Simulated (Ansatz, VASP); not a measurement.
## AlN: VASP beside Ansatz

INCAR

```
PREC = Accurate
ENCUT = 520
EDIFF = 1E-6
ISMEAR = 0
SIGMA = 0.05
LREAL = False
LASPH = True
NELM = 80
ALGO = Normal
ISIF = 2
LWAVE = False
LCHARG = False
GGA = PE
NBANDS = 11
```

File KPOINTS:

```
Automatic mesh
0
Gamma
  10 10 10
```

Contents of POSCAR:

```
AlN
1.0
    0.1246538444      2.0991075578      2.0991075578
    2.0991075578      0.1246538444      2.0991075578
    2.0991075578      2.0991075578      0.1246538444
Al N
1 1
Direct
    0.5000000000      0.5000000000      0.5000000000
    0.0000000000      0.0000000000      0.0000000000
```

Input for Ansatz:

```yaml
crystal:
  lattice:
    - [0.1246538444, 2.0991075578, 2.0991075578]
    - [2.0991075578, 0.1246538444, 2.0991075578]
    - [2.0991075578, 2.0991075578, 0.1246538444]
  atoms:
    - { symbol: Al, position: [0.5, 0.5, 0.5] }
    - { symbol: "N", position: [0.0, 0.0, 0.0] }
basis:
  ecutwfc: 520.0
kpoints:
  mp_grid: { grid: [10, 10, 10] }
hamiltonian:
  xc: pbe
  pseudopotentials: { kind: paw, azcp: { folder: soft_1 } }
scf:
  occupations: { method: gaussian, width: 0.05 }
output:
  forces: true
  stress: true
  eigenvalues: true
```

Alike in both runs: task single point; functional PBE; k mesh 10 × 10 × 10; occupations gaussian, width 0.05 eV; no spin polarisation.

|  | VASP | Ansatz |
| --- | --- | --- |
| version | VASP 6.6.1 | Ansatz 0.2.0 |
| potentials or method | VASP PAW PBE potentials, release 64 (Al, N) | scalar-relativistic, plane waves, PAW |
| plane-wave cutoff (eV) | 520 | 520 |
| valence electrons in the cell | 8 | 8 |

```tsv
	VASP	Ansatz	Ansatz less VASP
gap on the k mesh at the Fermi level (eV)	3.32	3.33	+0.010
least direct gap on the mesh (eV)	4.41	4.40	-0.009
pressure (GPa)	0.6	0.7	+0.15
largest component of the traceless stress (GPa)	20.13	20.13	-0.008
```

The functional is the same, so the differences come from potentials, cutoffs and numerics.

A k mesh can miss the band edges.
